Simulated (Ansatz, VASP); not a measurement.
Zn in VASP and in Ansatz

Contents of INCAR:

```
PREC     = Accurate       # precision mode
ENCUT    = 520            # plane-wave cutoff, eV
EDIFF    = 1E-6           # SCF threshold, eV
ISMEAR   = 0              # smearing method
SIGMA    = 0.1            # smearing width, eV
LREAL    = False          # projectors in reciprocal space
LASPH    = True           # aspherical terms in the spheres
NELM     = 100            # most SCF steps
ALGO     = Normal         # electronic algorithm
ISIF     = 2              # what is computed and relaxed
LWAVE    = False          # write WAVECAR
LCHARG   = False          # write CHGCAR
GGA      = CA             # functional
NBANDS   = 12             # bands
```

The input KPOINTS:

```
regular mesh
0
Gamma
  18 18 18
```

File POSCAR:

```
Zn
1.0
   -1.5107629658      1.5107629658      1.5107629658
    1.5107629658     -1.5107629658      1.5107629658
    1.5107629658      1.5107629658     -1.5107629658
Zn
1
Direct
    0.0000000000      0.0000000000      0.0000000000
```

Input for Ansatz:

```yaml
crystal:
  lattice:
    - [-1.5107629658, 1.5107629658, 1.5107629658]
    - [1.5107629658, -1.5107629658, 1.5107629658]
    - [1.5107629658, 1.5107629658, -1.5107629658]
  atoms:
    - { symbol: Zn, position: [0.0, 0.0, 0.0] }
basis:
  ecutwfc: 420
kpoints:
  mp_grid: { grid: [18, 18, 18] }
hamiltonian:
  xc: lda
scf:
  occupations: { method: gaussian, width: 0.1 }
output:
  forces: true
  stress: true
  eigenvalues: true
```

Alike in both runs: task single point; functional LDA; k mesh 18 × 18 × 18; occupations gaussian, width 0.1 eV; no spin polarisation.

|  | VASP | Ansatz |
| --- | --- | --- |
| version | VASP 6.6.1 | Ansatz 0.2.0 |
| potentials or method | VASP PAW LDA potentials, release 64 (Zn) | scalar-relativistic, plane waves, PAW |
| plane-wave cutoff (eV) | 520 | 420 |
| valence electrons in the cell | 12 | 12 |

|  | VASP | Ansatz | Ansatz less VASP |
| --- | --- | --- | --- |
| gap on the k mesh at the Fermi level (eV) | none | none | - |
| pressure (GPa) | 0.0 | -0.6 | -0.66 |

A gap of «none» marks a metal or a gap that the smearing closes.
